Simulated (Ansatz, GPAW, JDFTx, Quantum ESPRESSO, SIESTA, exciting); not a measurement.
## One calculation of MgO, 7 ways

```xyz
2
Lattice="0.0000 2.0970 2.0970 2.0970 0.0000 2.0970 2.0970 2.0970 0.0000" Properties=species:S:1:pos:R:3 pbc="T T T"
Mg    0.0000    0.0000    0.0000
O     2.0970    2.0970    2.0970
```

The cell is a database's computed one, not the measured one.

Alike in all runs: task band structure; functional PBEsol; k mesh 11 × 11 × 11; occupations fermi-dirac, width 0.05 eV; no spin polarisation; no spin-orbit coupling. Pressure is positive in compression and, in plane waves, holds the error of the finite cutoff, which Ansatz's Pulay term estimates and takes out. Gaps are the smaller of the mesh's and the band path's.

| program and potentials | plane-wave cutoff (eV) | notes | band gap (eV) | pressure (GPa) |
| --- | --- | --- | --- | --- |
| Ansatz, Ansatz PAW | 420 | potentials made for PBE, which Ansatz adapts in part; Pulay term of +0.66 GPa included | 4.76 | 2.33 |
| Ansatz, all-electron LAPW, scalar-relativistic | - | - | 4.76 | 2.41 |
| GPAW, PAW data sets generated for this functional | 800 | - | 4.78 | 3.13 |
| Quantum ESPRESSO, PseudoDojo 0.4.1 SR PBEsol standard | 1143 | - | 4.79 | 2.25 |
| exciting, all-electron LAPW+lo, shipped species files, valence relativity iora* | - | - | ? | - |
| JDFTx, PseudoDojo-SR-PBEsol-0.4.1-standard | 1143 | - | 4.79 | - |
| SIESTA, files PseudoDojo sr-pbesol-0.4.1-standard, DZP (energy shift 0.003 Ry; two zetas on semicore shells) | - | atomic basis | 4.68 | 5.74 |

Problem. Estimate from the other rows what the run with exciting, all-electron LAPW+lo, shipped species files, valence relativity iora* gave.

Solution. Band gap 4.77 eV. The other rows, which needn't bracket it: band gap 4.68 to 4.79; pressure 2.25 to 5.74.
